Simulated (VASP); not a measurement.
# C in VASP: notebook

Aim: see how the results for C move with the level of theory and the settings. Levels: PBE, PBE+D3(BJ). Tasks: relaxation of cell and atoms.

All numbers are computed with VASP 6.6.1; they aren't measurements. Logs are shortened: lines on timing, memory, paths and dates and some standing lists are left out, and cuts for length are marked.

### 1 Starting point

The cell holds a slab with vacuum, 6 atoms: a = 2.467 Å, b = 2.467 Å, c = 24.824 Å, α = 90.00°, β = 90.00°, γ = 120.00°.

The slab is cut from a database's or a generator's crystal, which needn't be the stable form of the element.

### 2 Relaxation of cell and atoms, PBE

File INCAR:

```
SYSTEM = C
PREC = Accurate
ENCUT = 600
EDIFF = 1E-7
ISMEAR = 0
SIGMA = 0.03
LREAL = .FALSE.
LASPH = .TRUE.
NELM = 80
ALGO = Normal
ISIF = 3
LWAVE = .FALSE.
LCHARG = .FALSE.
GGA = PE
IBRION = 2
NSW = 90
EDIFFG = -0.005
LATTICE_CONSTRAINTS = .TRUE. .TRUE. .FALSE.
KPAR = 2
```

File KPOINTS:

```
Automatic mesh
0
G
  15 15 1
  0 0 0
```

File POSCAR:

```
C                                       
1.0
    2.4669857628      0.0000000000      0.0000000000
   -1.2334928814      2.1364723440      0.0000000000
    0.0000000000      0.0000000000     24.8239500000
  C             
     6
Direct
     0.0000000000000000    0.0000000000000000    0.3427309752372793
     0.6666666699999979    0.3333333300000021    0.3427244069407564
     0.0000000000000000    0.0000000000000000    0.4999947055266398
     0.3333333300000021    0.6666666699999979    0.4999996154623313
     0.0000000000000000    0.0000000000000000    0.6572727448647504
     0.6666666699999979    0.3333333300000021    0.6572775519682424
```

Potentials or basis: VASP PAW PBE potentials, release 64 (C).

Run with:

```bash
$ cat potpaw_PBE.64/C/POTCAR > POTCAR
$ mpirun -np 2 vasp_std > vasp.out
```

OUTCAR:

```text
SYSTEM = C
   PREC = Accurate
   ENCUT = 600
   EDIFF = 1E-7
   ISMEAR = 0
   LREAL = .FALSE.
   LASPH = .TRUE.
   NELM = 80
   ISIF = 3
   GGA = PE
   IBRION = 2
   NSW = 90
   EDIFFG = -0.005

 ion  position               nearest neighbor table
   1  0.000  0.000  0.343-   2 1.42   2 1.42   2 1.42
   2  0.667  0.333  0.343-   1 1.42   1 1.42   1 1.42
   3  0.000  0.000  0.500-   4 1.42   4 1.42   4 1.42
   4  0.333  0.667  0.500-   3 1.42   3 1.42   3 1.42
   5  0.000  0.000  0.657-   6 1.42   6 1.42   6 1.42
   6  0.667  0.333  0.657-   5 1.42   5 1.42   5 1.42

  LATTYP: Found a hexagonal cell.
 ALAT       =     2.4669857628
 C/A-ratio  =    10.0624618003

  Lattice vectors:

 A1 = (   2.4669857628,   0.0000000000,   0.0000000000)
 A2 = (  -1.2334928814,   2.1364723440,   0.0000000000)
 A3 = (   0.0000000000,   0.0000000000,  24.8239500000)

Analysis of symmetry for initial positions (statically):
=====================================================================
 Subroutine PRICEL returns:
 Original cell was already a primitive cell.

 Routine SETGRP: Setting up the symmetry group for a
 hexagonal supercell.

 Subroutine GETGRP returns: Found  6 space group operations
 (whereof  6 operations were pure point group operations)
 out of a pool of 24 trial point group operations.

The static configuration has the point symmetry C_3v.

Analysis of symmetry for dynamics (positions and initial velocities):
=====================================================================
 Subroutine PRICEL returns:
 Original cell was already a primitive cell.

 Routine SETGRP: Setting up the symmetry group for a
 hexagonal supercell.

 Subroutine GETGRP returns: Found  6 space group operations
 (whereof  6 operations were pure point group operations)
 out of a pool of 24 trial point group operations.

The dynamic configuration has the point symmetry C_3v.

 Subroutine INISYM returns: Found  6 space group operations
 (whereof  6 operations are pure point group operations),
 and found     1 'primitive' translations

----------------------------------------------------------------------------------------

                                     Primitive cell

  volume of cell :     130.8383

  direct lattice vectors                    reciprocal lattice vectors
     2.466985763  0.000000000  0.000000000     0.405352968  0.234030645  0.000000000
    -1.233492881  2.136472344  0.000000000     0.000000000  0.468061289  0.000000000
     0.000000000  0.000000000 24.823950000     0.000000000  0.000000000  0.040283678

  length of vectors
     2.466985763  2.466985765 24.823950000     0.468061290  0.468061289  0.040283678

  position of ions in fractional coordinates (direct lattice)
     0.000000000  0.000000000  0.342730975
     0.666666670  0.333333330  0.342724407
     0.000000000  0.000000000  0.499994706
     0.333333330  0.666666670  0.499999615
     0.000000000  0.000000000  0.657272745
     0.666666670  0.333333330  0.657277552

  ion indices of the primitive-cell ions
   primitive index   ion index
                 1           1
                 2           2
                 3           3
                 4           4
                 5           5
                 6           6

----------------------------------------------------------------------------------------

 KPOINTS: Automatic mesh

Automatic generation of k-mesh.
 Grid dimensions read from file:
 generate k-points for:   15   15    1

 Generating k-lattice:

  Cartesian coordinates                     Fractional coordinates (reciprocal lattice)
     0.027023531  0.015602043  0.000000000     0.066666667  0.000000000  0.000000000
     0.000000000  0.031204086  0.000000000     0.000000000  0.066666667  0.000000000
     0.000000000  0.000000000  0.040283678     0.000000000  0.000000000  1.000000000

  Length of vectors
     0.031204086  0.031204086  0.040283678

  Shift w.r.t. Gamma in fractional coordinates (k-lattice)
     0.000000000  0.000000000  0.000000000

 Subroutine IBZKPT returns following result:
 ===========================================

 Found     27 irreducible k-points:

 Following reciprocal coordinates:
            Coordinates               Weight
  0.000000  0.000000  0.000000      1.000000
  0.066667  0.000000  0.000000      6.000000
  0.133333  0.000000  0.000000      6.000000
  0.200000 -0.000000  0.000000      6.000000
  0.266667  0.000000  0.000000      6.000000
  0.333333  0.000000  0.000000      6.000000
[... 16 lines left out ...]
  0.333333  0.200000  0.000000     12.000000
  0.400000  0.200000  0.000000      6.000000
 [... further k-points ...]
   k-points           NKPTS =     27   k-points in BZ     NKDIM =     27   number of bands    NBANDS=     16
   number of dos      NEDOS =    301   number of ions     NIONS =      6
   total plane-waves  NPLWV =  80000
   dimension x,y,z NGX =    20 NGY =   20 NGZ =  200
   dimension x,y,z NGXF=    40 NGYF=   40 NGZF=  400
   ions per type =               6
   NGX,Y,Z   is equivalent  to a cutoff of  13.48, 13.48, 13.39 a.u.
   NGXF,Y,Z  is equivalent  to a cutoff of  26.96, 26.96, 26.79 a.u.
 SYSTEM =  C
   PREC   = accura    normal or accurate (medium, high low for compatibility)
   ISTART =      0    job   : 0-new  1-cont  2-samecut
   ICHARG =      2    charge: 1-file 2-atom 10-const
   ISPIN  =      1    spin polarized calculation?
   LNONCOLLINEAR =      F non collinear calculations
   LSORBIT =      F    spin-orbit coupling
   LASPH  =      T    aspherical Exc in radial PAW
   ENCUT  =  600.0 eV  44.10 Ry    6.64 a.u.   4.93  4.93 49.58*2*pi/ulx,y,z
   NELM   =     80;   NELMIN=  2; NELMDL= -5     # of ELM steps
   EDIFF  = 0.1E-06   stopping-criterion for ELM
   LREAL  =      F    real-space projection
   EDIFFG = -.5E-02   stopping-criterion for IOM
   NSW    =     90    number of steps for IOM
   IBRION =      2    ionic relax: 0-MD 1-quasi-New 2-CG
   NFREE  =      1    steps in history (QN), initial steepest desc. (CG)
   ISIF   =      3    stress and relaxation
   ISYM   =      2    0-nonsym 1-usesym 2-fastsym
   POTIM  = 0.5000    time-step for ionic-motion
   TEBEG  =    0.0;   TEEND  =   0.0 temperature during run
   PSTRESS=    0.0 pullay stress
   NELECT =      24.0000    total number of electrons
   NUPDOWN=      -1.0000    fix difference up-down
   EMIN   =  10.00;   EMAX   =-10.00  energy-range for DOS
   EFERMI =   0.00;   METHOD = LEGACY
   ISMEAR =     0;   SIGMA  =   0.03  broadening in eV -4-tet -1-fermi 0-gaus
   EFERMI_NEDOS =   21; number of points for ismear=-14 and -15
   IALGO  =     38    algorithm
   IMIX   =      4    mixing-type and parameters
     AMIX     =   0.40;   BMIX     =  1.00
     AMIX_MAG =   1.60;   BMIX_MAG =  1.00
  volume/ion in A,a.u.               =      21.81       147.16
  Fermi-wavevector in a.u.,A,eV,Ry     =   0.930180  1.757785 11.772233  0.865235
  Thomas-Fermi vector in A             =   2.056541
   LORBIT       =      0    0 simple, 1 ext, 2 COOP (PROOUT), +10 PAW based schemes
   GGA     = PE    functional components
   LHFCALC =     F    Hartree Fock is set to
   AEXX    =    0.0000 exact exchange contribution
   IVDW    =     0    specifies the selected vdW correction
   LEPSILON=     F    determine dielectric tensor
   LRPA    =     F    only Hartree local field effects (RPA)
 conjugate gradient relaxation of ions
 non-spin polarized calculation
 Gauss-broadening in eV      SIGMA  =   0.03
  energy-cutoff  :      600.00
  volume of cell :      130.84
 maximum number of plane-waves:      4437
 NGX is ok and might be reduce to    20
   NGX =  9   NGY =  9   NGZ = 99

--------------------------------------- Ionic step        1  -------------------------------------------

 number of electron      24.0000002 magnetization

 Free energy of the ion-electron system (eV)
  ---------------------------------------------------
  ext. energy  EPLUGINS =         0.00000000
  ---------------------------------------------------
  free energy    TOTEN  =       -55.36087714 eV

  energy without entropy =      -55.36027588  energy(sigma->0) =      -55.36057651

------------------------ aborting loop because EDIFF is reached ----------------------------------------

  FORCE on cell =-STRESS in cart. coord.  units (eV):
  Direction    XX          YY          ZZ          XY          YZ          ZX
  --------------------------------------------------------------------------------------
  -------------------------------------------------------------------------------------
  Total       -0.0255677     -0.0255677     -0.0102697      0.0000000      0.0000000      0.0000000
  in kB       -0.3130891     -0.3130891     -0.1257569      0.0000000      0.0000000      0.0000000
  external PRESSURE =      -0.2506451 kB  Pullay stress =       0.0000000 kB
[... 101 lines left out ...]
  FREE ENERGIE OF THE ION-ELECTRON SYSTEM (eV)
  ---------------------------------------------------
  free  energy   TOTEN  =       -55.3608829135 eV

  energy  without entropy=      -55.3602816385  energy(sigma->0) =      -55.36058228

[... ionic steps 4 to 33 ...]

--------------------------------------- Ionic step       34  -------------------------------------------

 number of electron      24.0000002 magnetization

------------------------ aborting loop because EDIFF is reached ----------------------------------------
[... 75 lines left out ...]
--------------------------------------- Ionic step       36  -------------------------------------------

 number of electron      24.0000002 magnetization

 Free energy of the ion-electron system (eV)
  ---------------------------------------------------
  ext. energy  EPLUGINS =         0.00000000
  ---------------------------------------------------
  free energy    TOTEN  =       -55.36394642 eV

  energy without entropy =      -55.36334479  energy(sigma->0) =      -55.36364561

 E-fermi :  -0.6238     XC(G=0):  -4.7063

 val. band max:       -0.6239665797   @ k =   0.3333   0.3333   0.0000
 cond. band min:      -0.6229655361   @ k =   0.3333   0.3333   0.0000
 fundamental gap:      0.0010010436
 Fermi energy:        -0.6238043124

 k-point     1 :       0.0000    0.0000    0.0000
  band No.  band energies     occupation
      1     -20.1546      2.00000
      2     -20.1367      2.00000
      3     -20.1166      2.00000
      4      -8.4531      2.00000
      5      -8.2364      2.00000
      6      -8.0057      2.00000
[... 433 lines left out ...]
      3     -14.2867      2.00000
      4     -13.3054      2.00000
      5     -13.3023      2.00000
      6     -13.2970      2.00000
[... 8 lines left out ...]
     15       0.7115      0.00000
     16      10.0774      0.00000

 [... further k-points ...]

------------------------ aborting loop because EDIFF is reached ----------------------------------------

  FORCE on cell =-STRESS in cart. coord.  units (eV):
  Direction    XX          YY          ZZ          XY          YZ          ZX
  --------------------------------------------------------------------------------------
  -------------------------------------------------------------------------------------
  Total        0.0221883      0.0221883     -0.0740224      0.0000000     -0.0000000      0.0000000
  in kB        0.2717597      0.2717597     -0.9066160      0.0000000     -0.0000000      0.0000000
  external PRESSURE =      -0.1210322 kB  Pullay stress =       0.0000000 kB
[... 21 lines left out ...]
  FREE ENERGIE OF THE ION-ELECTRON SYSTEM (eV)
  ---------------------------------------------------
  free  energy   TOTEN  =       -55.3639464247 eV

  energy  without entropy=      -55.3633447860  energy(sigma->0) =      -55.36364561

 reached required accuracy - stopping structural energy minimisation
```

It took 11 min on 2 MPI ranks of Intel Xeon Platinum 8488C (Sapphire Rapids), shared host; peak memory 0.28 GiB.

Results:

- Free energy: -55.3639 eV
- Relaxed volume: 21.80 Å³/atom
- Relaxed cell: a = 2.467 Å, b = 2.467 Å, c = 24.824 Å, α = 90.00°, β = 90.00°, γ = 120.00°
- Space group after relaxing (to 0.05 Å): P-6m2 (No. 187)
- Energy gained by relaxing: 0.5 meV/atom
- Ionic steps: 36
- Band gap on the k mesh: none (metal or under the smearing width)

Forces on the atoms (eV/Å):
```
C    0.000  0.000 -0.002
C    0.000  0.000 -0.002
C    0.000  0.000  0.001
C    0.000  0.000 -0.001
C    0.000  0.000  0.002
C    0.000  0.000  0.002
```

The path:
| step | energy change (eV) | largest force (eV/Å) | pressure (GPa) | volume (Å³) |
| --- | --- | --- | --- | --- |
| 1 | 0.0000 | 0.0069 | -0.03 | 130.84 |
| 2 | 0.0000 | 0.0065 | 0.04 | 130.78 |
| 3 | 0.0000 | 0.0065 | 0.02 | 130.81 |
| 4 | 0.0000 | 0.0067 | 0.02 | 130.81 |
| 5 | 0.0000 | 0.0079 | 0.02 | 130.80 |
| 6 | -0.0001 | 0.0186 | 0.04 | 130.79 |
| 7 | -0.0001 | 0.0410 | 0.06 | 130.77 |
| 8 | -0.0001 | 0.0407 | 0.06 | 130.77 |
| 9 | -0.0001 | 0.0401 | 0.05 | 130.78 |
| 10 | -0.0002 | 0.0388 | 0.04 | 130.79 |
| 11 | -0.0002 | 0.0362 | 0.01 | 130.81 |
| 12 | -0.0003 | 0.0311 | -0.04 | 130.85 |
| 13 | -0.0004 | 0.0208 | -0.13 | 130.92 |
| 14 | -0.0003 | 0.0058 | -0.33 | 131.08 |
| 15 | -0.0004 | 0.0142 | -0.20 | 130.97 |
| 16 | -0.0004 | 0.0124 | -0.20 | 130.97 |
| 17 | -0.0005 | 0.0070 | -0.20 | 130.97 |
| 18 | -0.0006 | 0.0063 | -0.20 | 130.98 |
| 19 | -0.0007 | 0.0261 | -0.21 | 130.98 |
| 20 | -0.0010 | 0.0700 | -0.22 | 130.98 |
| 21 | -0.0010 | 0.1579 | -0.24 | 131.00 |
| 22 | -0.0010 | 0.1118 | -0.23 | 130.99 |
| 23 | -0.0013 | 0.1091 | -0.16 | 130.94 |
| 24 | -0.0017 | 0.1011 | 0.04 | 130.78 |
| 25 | -0.0016 | 0.0852 | 0.43 | 130.47 |
| 26 | -0.0018 | 0.0948 | 0.19 | 130.66 |
| 27 | -0.0022 | 0.0582 | 0.17 | 130.68 |
| 28 | -0.0027 | 0.0516 | 0.08 | 130.74 |
| 29 | -0.0027 | 0.0607 | 0.07 | 130.75 |
| 30 | -0.0028 | 0.0474 | -0.06 | 130.85 |
| 31 | -0.0029 | 0.0393 | -0.14 | 130.91 |
| 32 | -0.0030 | 0.0040 | -0.11 | 130.89 |
| 33 | -0.0030 | 0.0224 | -0.09 | 130.87 |
| 34 | -0.0031 | 0.0130 | 0.00 | 130.80 |
| 35 | -0.0031 | 0.0132 | 0.00 | 130.80 |
| 36 | -0.0031 | 0.0021 | -0.01 | 130.81 |

Final structure:
```
C
1.0
     2.46675    0.00000    0.00000
    -1.23337    2.13626    0.00000
     0.00000    0.00000   24.82395
C
6
Direct
  0.00000 0.00000 0.33523
  0.66667 0.33333 0.33523
  0.00000 0.00000 0.50001
  0.33333 0.66667 0.50001
  0.00000 0.00000 0.66475
  0.66667 0.33333 0.66476
```

Levels at points of the mesh, in eV from the Fermi level:
```
           k point  band 10  band 11  band 12  band 13  band 14  band 15
(0.00, 0.00, 0.00)    -3.04    -3.04    -3.04     3.24     3.56     4.17
```

(Continued in part 2 of 2.)
